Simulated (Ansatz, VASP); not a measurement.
**SnSe2 in VASP and in Ansatz**

The input INCAR:

```
PREC     = Accurate       # precision mode
ENCUT    = 520            # plane-wave cutoff, eV
EDIFF    = 1E-6           # SCF threshold, eV
ISMEAR   = 0              # smearing method
SIGMA    = 0.05           # smearing width, eV
LREAL    = F              # projectors in reciprocal space
LASPH    = T              # aspherical terms in the spheres
NELM     = 60             # most SCF steps
ALGO     = Normal         # electronic algorithm
ISIF     = 2              # what is computed and relaxed
LWAVE    = F              # write WAVECAR
LCHARG   = T              # write CHGCAR
GGA      = PS             # functional
LELF     = T              # ELF
LVHAR    = T            
NBANDS   = 20             # bands
```

Contents of KPOINTS:

```
regular mesh
0
Gamma
  6 6 4
```

The input POSCAR:

```
SnSe2
1.0
    4.0231463824      0.0000000000      0.0000000000
   -2.0115731912      3.4841469703      0.0000000000
    0.0000000000      0.0000000000      5.5068351236
Sn Se
1 2
Direct
    0.0000000000      0.0000000000      0.0000000000
    0.3333333333      0.6666666667      0.2500000000
    0.6666666667      0.3333333333      0.7500000000
```

Input for Ansatz:

```yaml
crystal:
  lattice:
    - [4.0231463824, 0.0, 0.0]
    - [-2.0115731912, 3.4841469703, 0.0]
    - [0.0, 0.0, 5.5068351236]
  atoms:
    - { symbol: Sn, position: [0.0, 0.0, 0.0] }
    - { symbol: Se, position: [0.3333333333, 0.6666666667, 0.25] }
    - { symbol: Se, position: [0.6666666667, 0.3333333333, 0.75] }
basis:
  ecutwfc: 420
kpoints:
  mp_grid: { grid: [6, 6, 4] }
hamiltonian:
  xc: pbesol
scf:
  occupations: { method: gaussian, width: 0.05 }
output:
  forces: true
  stress: true
  eigenvalues: true
```

Alike in both runs: task single point; functional PBEsol; k mesh 6 × 6 × 4; occupations gaussian, width 0.05 eV; no spin polarisation.

|  | VASP | Ansatz |
| --- | --- | --- |
| version | VASP 6.6.1 | Ansatz 0.2.0 |
| potentials or method | VASP PAW PBE potentials, release 64 (Sn_d, Se) | scalar-relativistic, plane waves, PAW |
| plane-wave cutoff (eV) | 520 | 420 |
| valence electrons in the cell | 26 | 46 |

|  | VASP | Ansatz | Ansatz less VASP |
| --- | --- | --- | --- |
| gap on the k mesh at the Fermi level (eV) | 0.22 | 0.23 | +0.006 |
| least direct gap on the mesh (eV) | 0.77 | 0.76 | -0.010 |
| pressure (GPa) | 1.7 | 1.6 | -0.12 |
| largest component of the traceless stress (GPa) | 4.21 | 4.24 | +0.031 |
| rms of the force components (eV/Å) | 0.516 | 0.508 | -0.0077 |

Atom by atom the forces differ by 0.008 eV/Å (rms over components). The two sets of potentials don't hold the same shells in valence.

Caveats: the PAW data sets were made with another functional, which shifts forces and pressure a little (VASP); spin-orbit coupling is left out, which moves the levels of the heavy elements; the cell's inner coordinates are idealised or old, which leaves forces on the atoms.
